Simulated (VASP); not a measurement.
# Sb (P6_3/mmc) in VASP: a series of runs

The runs below take Sb through electron localisation function, relaxation of cell and atoms, with PBE, r2SCAN, LAK, r2SCAN+D3(BJ), r2SCAN50.

All numbers are computed with VASP 6.6.1; they aren't measurements. Logs are shortened: lines on timing, memory, paths and dates and some standing lists are left out, and cuts for length are marked.

## (1) The crystal as given

The structure is hexagonal, space group P6_3/mmc (No. 194). The conventional cell has a = 3.355 Å, b = 3.355 Å, c = 5.470 Å, α = 90.00°, β = 90.00°, γ = 120.00°. Sb (site symmetry -6m2) has 12 Sb at 3.35 Å as nearest neighbours.

This isn't the form of Sb at room conditions, which is rhombohedral.

## (2) Electron localisation function, PBE

Contents of INCAR:

```
SYSTEM = Sb
  PREC = Accurate
  ENCUT = 520
  EDIFF = 1E-6
  ISMEAR = 0
  SIGMA = 0.02
  LREAL = .False.
  LASPH = .True.
  NELM = 80
  ALGO = Normal
  ISIF = 2
  LWAVE = .False.
  LCHARG = .True.
  GGA = PE
  LELF = .True.
```

Contents of KPOINTS:

```
regular mesh
0
Gamma
  9 9 5
  0 0 0
```

Contents of POSCAR:

```
Sb
1.0
    3.3545324186      0.0000000000      0.0000000000
   -1.6772662093      2.9051102923      0.0000000000
    0.0000000000      0.0000000000      5.4701606500
Sb
2
Direct
    0.6666666667      0.3333333333      0.7500000000
    0.3333333333      0.6666666667      0.2500000000
```

Potentials or basis: VASP PAW PBE potentials, release 64 (Sb).

Command:

```sh
$ cat potpaw_PBE.64/Sb/POTCAR > POTCAR
$ mpirun -np 1 vasp_std > vasp.out
```

OUTCAR:

```text
SYSTEM = Sb
   PREC = Accurate
   ENCUT = 520
   EDIFF = 1E-6
   ISMEAR = 0
   LREAL = .False.
   LASPH = .True.
   NELM = 80
   ISIF = 2
   GGA = PE

 ion  position               nearest neighbor table
   1  0.667  0.333  0.750-   2 3.35   2 3.35   2 3.35   2 3.35   2 3.35   2 3.35
   2  0.333  0.667  0.250-   1 3.35   1 3.35   1 3.35   1 3.35   1 3.35   1 3.35

  LATTYP: Found a hexagonal cell.
 ALAT       =     3.3545324186
 C/A-ratio  =     1.6306775334

  Lattice vectors:

 A1 = (   3.3545324186,   0.0000000000,   0.0000000000)
 A2 = (  -1.6772662093,   2.9051102923,   0.0000000000)
 A3 = (   0.0000000000,   0.0000000000,   5.4701606500)

Analysis of symmetry for initial positions (statically):
=====================================================================
 Subroutine PRICEL returns:
 Original cell was already a primitive cell.

 Routine SETGRP: Setting up the symmetry group for a
 hexagonal supercell.

 Subroutine GETGRP returns: Found 24 space group operations
 (whereof 12 operations were pure point group operations)
 out of a pool of 24 trial point group operations.

The static configuration has the point symmetry D_3d.
 The point group associated with its full space group is D_6h.

Analysis of symmetry for dynamics (positions and initial velocities):
=====================================================================
 Subroutine PRICEL returns:
 Original cell was already a primitive cell.

 Routine SETGRP: Setting up the symmetry group for a
 hexagonal supercell.

 Subroutine GETGRP returns: Found 24 space group operations
 (whereof 12 operations were pure point group operations)
 out of a pool of 24 trial point group operations.

The dynamic configuration has the point symmetry D_3d.
 The point group associated with its full space group is D_6h.

 Subroutine INISYM returns: Found 24 space group operations
 (whereof 12 operations are pure point group operations),
 and found     1 'primitive' translations

----------------------------------------------------------------------------------------

                                     Primitive cell

  volume of cell :      53.3083

  direct lattice vectors                    reciprocal lattice vectors
     3.354532419  0.000000000  0.000000000     0.298104139  0.172110505  0.000000000
    -1.677266209  2.905110292  0.000000000     0.000000000  0.344221010  0.000000000
[... 91 lines left out ...]
   ISIF   =      2    stress and relaxation
   ISYM   =      2    0-nonsym 1-usesym 2-fastsym
   POTIM  = 0.5000    time-step for ionic-motion
   TEBEG  =    0.0;   TEEND  =   0.0 temperature during run
   PSTRESS=    0.0 pullay stress
   NELECT =      10.0000    total number of electrons
   NUPDOWN=      -1.0000    fix difference up-down
   EMIN   =  10.00;   EMAX   =-10.00  energy-range for DOS
   EFERMI =   0.00;   METHOD = LEGACY
   ISMEAR =     0;   SIGMA  =   0.02  broadening in eV -4-tet -1-fermi 0-gaus
   EFERMI_NEDOS =   21; number of points for ismear=-14 and -15
   IALGO  =     38    algorithm
   IMIX   =      4    mixing-type and parameters
     AMIX     =   0.40;   BMIX     =  1.00
     AMIX_MAG =   1.60;   BMIX_MAG =  1.00
  volume/ion in A,a.u.               =      26.65       179.87
  Fermi-wavevector in a.u.,A,eV,Ry     =   0.937152  1.770960 11.949364  0.878253
  Thomas-Fermi vector in A             =   2.064234
   LORBIT       =      0    0 simple, 1 ext, 2 COOP (PROOUT), +10 PAW based schemes
   GGA     = PE    functional components
   LHFCALC =     F    Hartree Fock is set to
   AEXX    =    0.0000 exact exchange contribution
   IVDW    =     0    specifies the selected vdW correction
   LEPSILON=     F    determine dielectric tensor
   LRPA    =     F    only Hartree local field effects (RPA)
 non-spin polarized calculation
 Gauss-broadening in eV      SIGMA  =   0.02
  energy-cutoff  :      520.00
  volume of cell :       53.31
 maximum number of plane-waves:      1448
 NGX is ok and might be reduce to    28
   NGX = 13   NGY = 13   NGZ = 21

 number of electron      10.0000000 magnetization

 Free energy of the ion-electron system (eV)
  ---------------------------------------------------
  ext. energy  EPLUGINS =         0.00000000
  ---------------------------------------------------
  free energy    TOTEN  =        -7.72001874 eV

  energy without entropy =       -7.71930639  energy(sigma->0) =       -7.71966256

 E-fermi :   8.5328     XC(G=0): -10.2771

 val. band max:        8.5262167451   @ k =   0.2222   0.0000   0.4000
 cond. band min:       8.5388058353   @ k =   0.4444   0.1111   0.0000
 fundamental gap:      0.0125890902
 Fermi energy:         8.5328409923

 k-point     1 :       0.0000    0.0000    0.0000
  band No.  band energies     occupation
      1      -4.3484      2.00000
      2      -0.5202      2.00000
      3       2.7744      2.00000
      4      12.2630      0.00000
      5      12.2630      0.00000
      6      13.9102      0.00000
      7      13.9102      0.00000
      8      14.1549      0.00000
      9      16.3787      0.00000
[... 265 lines left out ...]
 k-point    24 :       0.3333    0.3333    0.2000
  band No.  band energies     occupation
      1       0.5858      2.00000
      2       0.5858      2.00000
      3       4.3620      2.00000
      4       5.3969      2.00000
      5       5.3969      2.00000
      6       6.9846      2.00000
      7       9.3509      0.00000
      8       9.3509      0.00000
      9      13.1692      0.00000

 [... further k-points ...]

------------------------ aborting loop because EDIFF is reached ----------------------------------------

  FORCE on cell =-STRESS in cart. coord.  units (eV):
  Direction    XX          YY          ZZ          XY          YZ          ZX
  --------------------------------------------------------------------------------------
  -------------------------------------------------------------------------------------
  Total        0.3765832      0.3765832      0.5894931      0.0000000      0.0000000      0.0000000
  in kB       11.3181867     11.3181867     17.7171799      0.0000000      0.0000000      0.0000000
  external PRESSURE =      13.4511845 kB  Pullay stress =       0.0000000 kB

 VOLUME and BASIS-vectors are now :
 -----------------------------------------------------------------------------
  energy-cutoff  :      520.00
  volume of cell :       53.31
      direct lattice vectors                 reciprocal lattice vectors
     3.354532419  0.000000000  0.000000000     0.298104139  0.172110505  0.000000000
    -1.677266209  2.905110292  0.000000000     0.000000000  0.344221010  0.000000000
     0.000000000  0.000000000  5.470160650     0.000000000  0.000000000  0.182809987

 POSITION                                       TOTAL-FORCE (eV/Angst)
 -----------------------------------------------------------------------------------
      1.67727      0.96837      4.10262        -0.000000      0.000000      0.000000
     -0.00000      1.93674      1.36754         0.000000      0.000000      0.000000
 -----------------------------------------------------------------------------------
    total drift:                                0.000000     -0.000000      0.000000

  FREE ENERGIE OF THE ION-ELECTRON SYSTEM (eV)
  ---------------------------------------------------
  free  energy   TOTEN  =        -7.7200187431 eV

  energy  without entropy=       -7.7193063868  energy(sigma->0) =       -7.71966256
```

stdout:

```text
POSCAR found type information on POSCAR Sb
 POSCAR found :  1 types and       2 ions
 scaLAPACK will be used
 LDA part: xc-table for (Slater+PW92), standard interpolation
 POSCAR, INCAR and KPOINTS ok, starting setup
 FFT: planning ... GRIDC
 FFT: planning ... GRID_SOFT
 FFT: planning ... GRID
 WAVECAR not read
 entering main loop
```

Run time: 13 s. Hardware: 1 thread of Intel Xeon Platinum 8375C at 2.90GHz (Ice Lake), shared host; peak memory 0.17 GiB.

What came out:

```
Free energy            : -7.7200 eV
Pressure               : 1.3 GPa
Band gap on the k mesh : none (metal or under the smearing width)
```

Levels at points of the mesh, in eV from the Fermi level:
| k point | band 2 | band 3 | band 4 | band 5 | band 6 | band 7 | band 8 | band 9 |
| --- | --- | --- | --- | --- | --- | --- | --- | --- |
| (0.00, 0.00, 0.00) | -9.05 | -5.76 | 3.73 | 3.73 | 5.38 | 5.38 | 5.62 | 7.85 |

## (3) Relaxation of cell and atoms, r2SCAN

Contents of INCAR:

```
PREC = Accurate ; ENCUT = 600
EDIFF = 1E-6 ; ISMEAR = 0
SIGMA = 0.05 ; LREAL = F
LASPH = T ; NELM = 80
ALGO = Normal ; ISIF = 3
LWAVE = F ; LCHARG = F
METAGGA = R2SCAN ; LMIXTAU = T
IBRION = 2 ; NSW = 40
EDIFFG = -0.02
```

Contents of KPOINTS:

```
Automatic mesh
0
Gamma
  9 9 5
```

POSCAR is that of step 2.

Potentials or basis: VASP PAW PBE potentials, release 64 (Sb).

Command:

```sh
$ cat potpaw_PBE.64/Sb/POTCAR > POTCAR
$ mpirun -np 1 vasp_std > vasp.out
```

It took 2.1 min on 1 thread of Intel Xeon 6975P-C (Granite Rapids), shared host; peak memory 0.21 GiB.

It converged, with:

- Free energy: -50.5649 eV
- Relaxed volume: 26.89 Å³/atom
- Relaxed cell: a = 3.353 Å, b = 3.353 Å, c = 5.524 Å, α = 90.00°, β = 90.00°, γ = 120.00°
- Space group after relaxing (to 0.05 Å): P6_3/mmc (No. 194)
- Energy gained by relaxing: 0.9 meV/atom
- Ionic steps: 5
- Pressure after relaxing: -0.1 GPa
- Band gap on the k mesh: none (metal or under the smearing width)

Step by step:
| step | energy change (eV) | largest force (eV/Å) | pressure (GPa) | volume (Å³) |
| --- | --- | --- | --- | --- |
| 1 | 0.0000 | 0.0000 | 0.49 | 53.31 |
| 2 | -0.0015 | 0.0000 | -0.24 | 53.94 |
| 3 | -0.0015 | 0.0000 | -0.17 | 53.88 |
| 4 | -0.0018 | 0.0000 | -0.04 | 53.77 |
| 5 | -0.0018 | 0.0000 | -0.06 | 53.79 |

Final structure:
```cif
data_structure
_symmetry_space_group_name_H-M 'P 1'
_symmetry_Int_Tables_number 1
_cell_length_a 3.3531
_cell_length_b 3.3531
_cell_length_c 5.5241
_cell_angle_alpha 90.000
_cell_angle_beta 90.000
_cell_angle_gamma 120.000
_cell_volume 53.79
loop_
_atom_site_label
_atom_site_type_symbol
_atom_site_fract_x
_atom_site_fract_y
_atom_site_fract_z
_atom_site_occupancy
Sb1 Sb 0.66667 0.33333 0.75000 1
Sb2 Sb 0.33333 0.66667 0.25000 1
```

Levels at points of the mesh, in eV from the Fermi level:
```
           k point  band 1  band 2  band 3  band 4  band 5  band 6  band 7  band 8  band 9
(0.00, 0.00, 0.00)  -13.47   -9.53   -6.06    3.98    3.98    5.70    5.70    5.70    8.53
```

Caveat: the PAW data sets were made with another functional, which shifts forces and pressure a little.

## (4) Relaxation of cell and atoms, LAK

Contents of INCAR:

```
  PREC = Accurate
  ENCUT = 600
  EDIFF = 1E-6
  ISMEAR = 0
  SIGMA = 0.05
  LREAL = False
  LASPH = True
  NELM = 80
  ALGO = Normal
  ISIF = 3
  LWAVE = False
  LCHARG = False
  METAGGA = LAK
  LMIXTAU = True
  IBRION = 2
  NSW = 60
  EDIFFG = -0.01
```

KPOINTS is that of step 3.

POSCAR is that of step 3.

Command:

```sh
$ cat potpaw_PBE.64/Sb/POTCAR > POTCAR
$ mpirun -np 1 vasp_std > vasp.out
```

Run time: 2.7 min. Hardware: 1 thread of Intel Xeon 6975P-C (Granite Rapids), shared host; peak memory 0.21 GiB.

It converged, with:

```yaml
Free_energy: 58.9758 eV
Relaxed_volume: 28.93 Å³/atom
Relaxed_cell: a = 3.436 Å, b = 3.436 Å, c = 5.659 Å, α = 90.00°, β = 90.00°, γ = 120.00°
Space_group_after_relaxing_to_0.05_Å: P6_3/mmc (No. 194)
Energy_gained_by_relaxing: 29.7 meV/atom
Ionic_steps: 6
Pressure_after_relaxing: 0.0 GPa
Band_gap_on_the_k_mesh: none (metal or under the smearing width)
```

Step by step:
```csv
step,energy change (eV),largest force (eV/Å),pressure (GPa),volume (Å³)
1,0.0000,0.0000,4.48,53.31
2,-0.0541,0.0000,-1.12,59.27
3,-0.0592,0.0000,0.02,57.80
4,-0.0592,0.0000,-0.04,57.89
5,-0.0594,0.0000,-0.04,57.88
6,-0.0594,0.0000,-0.04,57.87
```

Final structure:
```cif
data_structure
_symmetry_space_group_name_H-M 'P 1'
_symmetry_Int_Tables_number 1
_cell_length_a 3.4361
_cell_length_b 3.4361
_cell_length_c 5.6594
_cell_angle_alpha 90.000
_cell_angle_beta 90.000
_cell_angle_gamma 120.000
_cell_volume 57.87
loop_
_atom_site_label
_atom_site_type_symbol
_atom_site_fract_x
_atom_site_fract_y
_atom_site_fract_z
_atom_site_occupancy
Sb1 Sb 0.66667 0.33333 0.75000 1
Sb2 Sb 0.33333 0.66667 0.25000 1
```

Levels at points of the mesh, in eV from the Fermi level:
```csv
k point,band 2,band 3,band 4,band 5,band 6,band 7,band 8,band 9
"(0.00, 0.00, 0.00)",-9.42,-5.64,3.71,3.71,5.31,5.35,5.35,8.35
```

Caveat: the PAW data sets were made with another functional, which shifts forces and pressure a little. Spin-orbit coupling is left out, which matters for the levels of Sb.

## (5) Relaxation of cell and atoms, r2SCAN+D3(BJ)

Contents of INCAR:

```
SYSTEM = Sb
PREC     = Accurate       ! precision mode
ENCUT    = 600            ! plane-wave cutoff, eV
EDIFF    = 1E-6           ! SCF threshold, eV
ISMEAR   = 0              ! smearing method
SIGMA    = 0.05           ! smearing width, eV
LREAL    = .False.        ! projectors in reciprocal space
LASPH    = .True.         ! aspherical terms in the spheres
NELM     = 60             ! most SCF steps
ALGO     = Normal         ! electronic algorithm
ISIF     = 3              ! what is computed and relaxed
LWAVE    = .False.        ! write WAVECAR
LCHARG   = .False.        ! write CHGCAR
METAGGA  = R2SCAN         ! meta-GGA
LMIXTAU  = .True.       
IVDW     = 12             ! dispersion correction
VDW_S6   = 1.0          
VDW_S8   = 0.78981345   
VDW_A1   = 0.49484001   
VDW_A2   = 5.73083694   
IBRION   = 2              ! ionic algorithm
NSW      = 60             ! ionic steps
EDIFFG   = -0.01          ! ionic threshold
```

Contents of KPOINTS:

```
Automatic mesh
0
Gamma
  9 9 5
  0 0 0
```

POSCAR is that of step 4.

Command:

```sh
$ cat potpaw_PBE.64/Sb/POTCAR > POTCAR
$ mpirun -np 1 vasp_std > vasp.out
```

It took 2.2 min on 1 thread of Intel Xeon 6975P-C (Granite Rapids), shared host; peak memory 0.22 GiB.

Results (log left out):

* Free energy: -51.0675 eV
* Relaxed volume: 26.21 Å³/atom
* Relaxed cell: a = 3.326 Å, b = 3.326 Å, c = 5.471 Å, α = 90.00°, β = 90.00°, γ = 120.00°
* Space group after relaxing (to 0.05 Å): P6_3/mmc (No. 194)
* Energy gained by relaxing: 2.0 meV/atom
* Ionic steps: 5
* Pressure after relaxing: 0.0 GPa
* Band gap on the k mesh: none (metal or under the smearing width)
* Dispersion energy per atom: -0.255 eV

Step by step:
| step | energy change (eV) | largest force (eV/Å) | pressure (GPa) | volume (Å³) |
| --- | --- | --- | --- | --- |
| 1 | 0.0000 | 0.0000 | -1.07 | 53.31 |
| 2 | -0.0030 | 0.0000 | 0.68 | 51.94 |
| 3 | -0.0038 | 0.0000 | 0.10 | 52.36 |
| 4 | -0.0038 | 0.0000 | 0.09 | 52.38 |
| 5 | -0.0040 | 0.0000 | 0.04 | 52.43 |

Final structure:
```
Sb
1.0
     3.32634    0.00000    0.00000
    -1.66317    2.88070    0.00000
     0.00000    0.00000    5.47110
Sb
2
Direct
  0.66667 0.33333 0.75000
  0.33333 0.66667 0.25000
```

Levels at points of the mesh, in eV from the Fermi level:
```
           k point  band 2  band 3  band 4  band 5  band 6  band 7  band 8  band 9
(0.00, 0.00, 0.00)   -9.57   -6.22    4.10    4.10    5.88    5.88    5.94    8.64
```

Caveat: the PAW data sets were made with another functional, which shifts forces and pressure a little; pairwise dispersion overbinds metals, which lowers pressure and volume.

[end of part 1 of 2]
